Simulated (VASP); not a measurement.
# HfN: density of states with RPBE

Crystal: HfN.

```xyz
2
Lattice="0.0000 2.2255 2.2255 2.2255 0.0000 2.2255 2.2255 2.2255 0.0000" Properties=species:S:1:pos:R:3 pbc="T T T"
Hf    0.0000    0.0000    0.0000
N     2.2255    2.2255    2.2255
```

The cell isn't the ideal one: volume scaled by 0.96.

```json
{"Program": "VASP 6.6.1", "Task": "density of states", "Functional": "RPBE", "Potentials or basis": "VASP PAW PBE potentials, release 64 (Hf_pv, N)", "Cutoff": "520 eV", "k mesh": "10 × 10 × 10", "Occupations": "gaussian, width 0.1 eV", "Spin": "no spin polarisation", "Further INCAR settings": "ALGO = Fast; EDIFF = 1.00e-07"}
```

- Pressure: 21.8 GPa
- Band gap on the k mesh: none (metal or under the smearing width)
- Valence electrons inside the program's atomic spheres: Hf 8.76; N 3.79

Levels at points of the mesh, in eV from the Fermi level:
```
           k point  band 4  band 5  band 6  band 7  band 8  band 9  band 10  band 11
(0.00, 0.00, 0.00)  -17.91   -3.15   -3.15   -3.15   -0.40   -0.40    -0.40     2.16
(0.50, 0.00, 0.00)  -14.95   -9.21   -6.48   -6.48    3.45    3.91     3.91     4.59
(0.50, 0.50, 0.00)  -16.82   -5.48   -4.05   -3.79   -3.79    4.31     5.85     6.08
```

States per cell in windows of 1 eV (zero at the Fermi level; states under -8 eV left out):
```tsv
from (eV)	total	Hf1_d	N2_p	Hf1_p	Hf1_s	N2_s	N2_d
-8.0	0.84	0.14	0.28	0.05	0.10	0.01	0.00
-7.0	1.16	0.27	0.46	0.09	0.05	0.01	0.00
-6.0	2.47	0.52	1.00	0.35	0.01	0.01	0.00
-5.0	0.96	0.18	0.43	0.10	0.00	0.00	0.00
-4.0	0.20	0.03	0.10	0.02	0.00	0.00	0.00
-3.0	0.18	0.08	0.04	0.01	0.00	0.00	0.00
-2.0	0.30	0.15	0.05	0.00	0.00	0.00	0.00
-1.0	0.45	0.25	0.06	0.00	0.00	0.00	0.00
0.0	0.69	0.39	0.09	0.01	0.01	0.00	0.00
1.0	0.57	0.32	0.08	0.01	0.00	0.00	0.00
2.0	1.09	0.66	0.12	0.02	0.02	0.02	0.00
3.0	1.39	0.92	0.15	0.02	0.03	0.03	0.00
4.0	1.38	0.96	0.12	0.03	0.04	0.04	0.00
5.0	1.33	0.86	0.08	0.10	0.06	0.07	0.00
6.0	0.59	0.35	0.03	0.07	0.02	0.06	0.00
7.0	0.00	0.00	0.00	0.00	0.00	0.00	0.00
```

Wall time 14 s on 1 thread of Intel(R) Xeon(R) Platinum 8559C (Emerald Rapids), with other jobs on the host, peak memory 0.14 GiB.

Caveat: the PAW data sets were made with another functional, which shifts forces and pressure a little. The run has no spin-orbit coupling, so splittings on Hf are missing.
